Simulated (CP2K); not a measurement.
A run of CP2K 2026.2 is set up as follows.

File bete_scf.inp:

```
&GLOBAL
  PROJECT bete_scf
  RUN_TYPE ENERGY_FORCE
  PRINT_LEVEL LOW
&END GLOBAL
&FORCE_EVAL
  METHOD QS
  STRESS_TENSOR ANALYTICAL
  &DFT
    BASIS_SET_FILE_NAME BASIS_MOLOPT_UZH
    POTENTIAL_FILE_NAME POTENTIAL_UZH
    &MGRID
      CUTOFF 850
      REL_CUTOFF 60
      NGRIDS 4
    &END MGRID
    &QS
      METHOD GPW
      EPS_DEFAULT 1.0E-9
    &END QS
    &KPOINTS
      SCHEME MONKHORST-PACK 9 9 9
      GAMMA_CENTERED T
      SYMMETRY T
      SYMMETRY_BACKEND SPGLIB
    &END KPOINTS
    &SCF
      SCF_GUESS ATOMIC
      EPS_SCF 1.0E-6
      MAX_SCF 100
      ADDED_MOS 10
      CHOLESKY OFF
      EPS_EIGVAL 1.0E-7
      &DIAGONALIZATION ON
        ALGORITHM STANDARD
      &END DIAGONALIZATION
      &MIXING ON
        METHOD BROYDEN_MIXING
        ALPHA 0.4
        BETA 1.5
        NBUFFER 8
      &END MIXING
      &SMEAR ON
        METHOD FERMI_DIRAC
        ELECTRONIC_TEMPERATURE [K] 580.226
      &END SMEAR
    &END SCF
    &XC
      &XC_FUNCTIONAL
        &GGA_X_PBE
        &END GGA_X_PBE
        &GGA_C_PBE
        &END GGA_C_PBE
      &END XC_FUNCTIONAL
    &END XC
    &PRINT
      &KPOINTS ON
      &END KPOINTS
      &MULLIKEN ON
      &END MULLIKEN
      &MO ON
        ENERGIES T
        OCCUPATION_NUMBERS T
        &EACH
          QS_SCF 0
        &END EACH
        ADD_LAST NUMERIC
      &END MO
      &E_DENSITY_CUBE ON
        STRIDE 1
      &END E_DENSITY_CUBE
      &V_HARTREE_CUBE ON
        STRIDE 1
      &END V_HARTREE_CUBE
      &ELF_CUBE ON
        STRIDE 1
      &END ELF_CUBE
    &END PRINT
  &END DFT
  &SUBSYS
    &CELL
      A 3.7905307534 0.0000000000 0.0000000000
      B 1.8952653767 3.2826959262 0.0000000000
      C 1.8952653767 1.0942319754 3.0949554000
      PERIODIC XYZ
    &END CELL
    &COORD
      Be  3.7905307534 2.1884639508 1.5474777000
      Te  0.0000000000 0.0000000000 0.0000000000
    &END COORD
    &KIND Be
      BASIS_SET TZVP-MOLOPT-PBE-GTH-q2
      POTENTIAL GTH-PBE-q2
    &END KIND
    &KIND Te
      BASIS_SET TZVP-MOLOPT-PBE-GTH-q6
      POTENTIAL GTH-PBE-q6
    &END KIND
    &PRINT
      &ATOMIC_COORDINATES ON
      &END ATOMIC_COORDINATES
      &CELL ON
      &END CELL
      &SYMMETRY ON
      &END SYMMETRY
    &END PRINT
  &END SUBSYS
  &PRINT
    &FORCES ON
    &END FORCES
    &STRESS_TENSOR ON
    &END STRESS_TENSOR
  &END PRINT
&END FORCE_EVAL
```

Potentials or basis: POTENTIAL_UZH Be GTH-PBE-q2, Te GTH-PBE-q6; TZVP-MOLOPT-PBE-GTH basis.

Run with:

```console
$ OMP_NUM_THREADS=1 cp2k.psmp -i bete_scf.inp -o bete_scf.out
```

**Question.** Estimate the band gap on the k mesh.

**Answer.** None (metal or under the smearing width).

**Question.** Predict the Mulliken charges.

**Answer.** Be +0.43; Te -0.43 e.

**Question.** Estimate the pressure.

**Answer.** 1.3 GPa.

Caveat: the basis of atomic orbitals isn't converged, which shifts pressures, moduli and gaps. The run has no spin-orbit coupling, so splittings on Te are missing.
